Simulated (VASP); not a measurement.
# Cu (I4/mmm) in VASP: single point with r2SCAN

Aim: the single point of Cu with r2SCAN.

All numbers are computed with VASP 6.6.1; they aren't measurements. Logs are shortened: lines on timing, memory, paths and dates and some standing lists are left out, and cuts for length are marked.

### Step 1. Starting point

The structure is tetragonal, space group I4/mmm (No. 139). Conventional cell: a = 2.886 Å, b = 2.886 Å, c = 2.752 Å, α = 90.00°, β = 90.00°, γ = 90.00°. Cu (site symmetry 4/mmm) is surrounded by 10 Cu at 2.46 to 2.75 Å.

This isn't the form of Cu at room conditions, which is fcc.

### Step 2. Single point, r2SCAN

POSCAR reads:

```
Cu
1.0
   -1.4427933200      1.4427933200      1.3760814500
    1.4427933200     -1.4427933200      1.3760814500
    1.4427933200      1.4427933200     -1.3760814500
Cu
1
Direct
    0.0000000000      0.0000000000      0.0000000000
```

INCAR.step1 reads:

```
  PREC = Accurate
  ENCUT = 520
  ISMEAR = -1
  SIGMA = 0.05
  LREAL = False
  LASPH = True
  NELM = 100
  NBANDS = 12
  GGA = PE
  ALGO = Normal
  EDIFF = 1E-4
  LWAVE = True
  LCHARG = False
```

INCAR.step2 reads:

```
  PREC = Accurate
  ENCUT = 520
  EDIFF = 1E-6
  ISMEAR = -1
  SIGMA = 0.05
  LREAL = False
  LASPH = True
  NELM = 100
  ALGO = Normal
  ISIF = 2
  LWAVE = False
  LCHARG = True
  METAGGA = R2SCAN
  LMIXTAU = True
  LELF = True
  LVHAR = True
  NBANDS = 12
  ISTART = 1
```

KPOINTS reads:

```
regular mesh
0
Gamma
  18 18 18
```

Potentials or basis: VASP PAW PBE potentials, release 64 (Cu).

On the command line:

```
$ cat potpaw_PBE.64/Cu/POTCAR > POTCAR
$ cp INCAR.step1 INCAR
$ mpirun -np 1 vasp_std > vasp.out
$ cp INCAR.step2 INCAR
$ mpirun -np 1 vasp_std > vasp.out
```

OUTCAR:

```text
PREC = Accurate
   ENCUT = 520
   EDIFF = 1E-6
   ISMEAR = -1
   LREAL = False
   LASPH = True
   NELM = 100
   ISIF = 2
   METAGGA = R2SCAN
   ISTART = 1

 ion  position               nearest neighbor table
   1  0.000  0.000  0.000-

  LATTYP: Found a body centered tetragonal cell.
 ALAT       =     2.8855866400
 C/A-ratio  =     0.9537620052

  Lattice vectors:

 A1 = (  -1.4427933200,   1.4427933200,   1.3760814500)
 A2 = (   1.4427933200,  -1.4427933200,   1.3760814500)
 A3 = (   1.4427933200,   1.4427933200,  -1.3760814500)

Analysis of symmetry for initial positions (statically):
=====================================================================
 Subroutine PRICEL returns:
 Original cell was already a primitive cell.

 Routine SETGRP: Setting up the symmetry group for a
 body centered tetragonal supercell.

 Subroutine GETGRP returns: Found 16 space group operations
 (whereof 16 operations were pure point group operations)
 out of a pool of 16 trial point group operations.

The static configuration has the point symmetry D_4h.

Analysis of symmetry for dynamics (positions and initial velocities):
=====================================================================
 Subroutine PRICEL returns:
 Original cell was already a primitive cell.

 Routine SETGRP: Setting up the symmetry group for a
 body centered tetragonal supercell.

 Subroutine GETGRP returns: Found 16 space group operations
 (whereof 16 operations were pure point group operations)
 out of a pool of 16 trial point group operations.

The dynamic configuration has the point symmetry D_4h.

 Subroutine INISYM returns: Found 16 space group operations
 (whereof 16 operations are pure point group operations),
 and found     1 'primitive' translations

----------------------------------------------------------------------------------------

                                     Primitive cell

  volume of cell :      11.4581

  direct lattice vectors                    reciprocal lattice vectors
    -1.442793320  1.442793320  1.376081450     0.000000000  0.346549983  0.363350585
     1.442793320 -1.442793320  1.376081450     0.346549983  0.000000000  0.363350585
     1.442793320  1.442793320 -1.376081450     0.346549983  0.346549983  0.000000000

  length of vectors
     2.461078074  2.461078074  2.461078074     0.502116060  0.502116060  0.490095685

  position of ions in fractional coordinates (direct lattice)
     0.000000000  0.000000000  0.000000000

[... 82 lines left out ...]
   ISYM   =      2    0-nonsym 1-usesym 2-fastsym
   POTIM  = 0.5000    time-step for ionic-motion
   TEBEG  =    0.0;   TEEND  =   0.0 temperature during run
   PSTRESS=    0.0 pullay stress
   NELECT =      11.0000    total number of electrons
   NUPDOWN=      -1.0000    fix difference up-down
   EMIN   =  10.00;   EMAX   =-10.00  energy-range for DOS
   EFERMI =   0.00;   METHOD = LEGACY
   ISMEAR =    -1;   SIGMA  =   0.05  broadening in eV -4-tet -1-fermi 0-gaus
   EFERMI_NEDOS =   21; number of points for ismear=-14 and -15
   IALGO  =     38    algorithm
   IMIX   =      4    mixing-type and parameters
     AMIX     =   0.40;   BMIX     =  1.00
     AMIX_MAG =   1.60;   BMIX_MAG =  1.00
  volume/ion in A,a.u.               =      11.46        77.32
  Fermi-wavevector in a.u.,A,eV,Ry     =   1.614984  3.051878 35.486359  2.608174
  Thomas-Fermi vector in A             =   2.709805
   LORBIT       =      0    0 simple, 1 ext, 2 COOP (PROOUT), +10 PAW based schemes
   METAGGA = R2SCAN    functional components
   LHFCALC =     F    Hartree Fock is set to
   AEXX    =    0.0000 exact exchange contribution
   IVDW    =     0    specifies the selected vdW correction
   LEPSILON=     F    determine dielectric tensor
   LRPA    =     F    only Hartree local field effects (RPA)
 non-spin polarized calculation
  energy-cutoff  :      520.00
  volume of cell :       11.46
 maximum number of plane-waves:       325
   NGX =  9   NGY =  9   NGZ =  9

 number of electron      10.9999998 magnetization

 Free energy of the ion-electron system (eV)
  ---------------------------------------------------
  ext. energy  EPLUGINS =         0.00000000
  ---------------------------------------------------
  free energy    TOTEN  =       -10.78881375 eV

  energy without entropy =      -10.78504945  energy(sigma->0) =      -10.78693160

 E-fermi :   7.7759     XC(G=0): -13.9545

 val. band max:        7.7743096331   @ k =   0.2778   0.1111   0.1111
 cond. band min:       7.7759514626   @ k =   0.3333   0.1111   0.0556
 fundamental gap:      0.0016418295
 Fermi energy:         7.7759471487

 k-point     1 :       0.0000    0.0000    0.0000
  band No.  band energies     occupation
      1      -2.1318      2.00000
      2       4.3348      2.00000
      3       4.5287      2.00000
      4       4.5289      2.00000
      5       5.3994      2.00000
      6       5.6028      2.00000
      7      33.6239      0.00000
      8      33.6239      0.00000
      9      34.9401      0.00000
     10      37.9195      0.00000
     11      38.0972      0.00000
     12      38.0973      0.00000
[... 331 lines left out ...]
 k-point    24 :      -0.2222    0.0556   -0.0000
  band No.  band energies     occupation
      1      -0.5481      2.00000
      2       4.1530      2.00000
      3       4.4094      2.00000
      4       5.0554      2.00000
      5       5.3338      2.00000
      6       5.5552      2.00000
      7      25.7371      0.00000
      8      28.3451      0.00000
      9      31.0297      0.00000
     10      32.7259      0.00000
     11      36.0246      0.00000
     12      38.0308      0.00000

 [... further k-points ...]

------------------------ aborting loop because EDIFF is reached ----------------------------------------

  FORCE on cell =-STRESS in cart. coord.  units (eV):
  Direction    XX          YY          ZZ          XY          YZ          ZX
  --------------------------------------------------------------------------------------
  -------------------------------------------------------------------------------------
  Total        0.0744615      0.0744615      0.0588218      0.0000000     -0.0000000      0.0000000
  in kB       10.4118962     10.4118962      8.2250161      0.0000000     -0.0000000      0.0000000
  external PRESSURE =       9.6829362 kB  Pullay stress =       0.0000000 kB

 VOLUME and BASIS-vectors are now :
 -----------------------------------------------------------------------------
  energy-cutoff  :      520.00
  volume of cell :       11.46
      direct lattice vectors                 reciprocal lattice vectors
    -1.442793320  1.442793320  1.376081450     0.000000000  0.346549983  0.363350585
     1.442793320 -1.442793320  1.376081450     0.346549983  0.000000000  0.363350585
     1.442793320  1.442793320 -1.376081450     0.346549983  0.346549983  0.000000000

 POSITION                                       TOTAL-FORCE (eV/Angst)
 -----------------------------------------------------------------------------------
      0.00000      0.00000      0.00000         0.000000      0.000000     -0.000000
 -----------------------------------------------------------------------------------
    total drift:                                0.000000     -0.000000      0.000000

  FREE ENERGIE OF THE ION-ELECTRON SYSTEM (eV)
  ---------------------------------------------------
  free  energy   TOTEN  =       -10.7888137498 eV

  energy  without entropy=      -10.7850494519  energy(sigma->0) =      -10.78693160
```

Wall time 3.1 min (1 thread of AMD EPYC 7R13 (Zen 3), shared host); peak memory 0.14 GiB.

What came out:

```yaml
Free_energy: -10.7888 eV
Pressure: 1.0 GPa
Band_gap_on_the_k_mesh: none (metal or under the smearing width)
```

Caveat: the PAW data sets were made with another functional, which shifts forces and pressure a little.
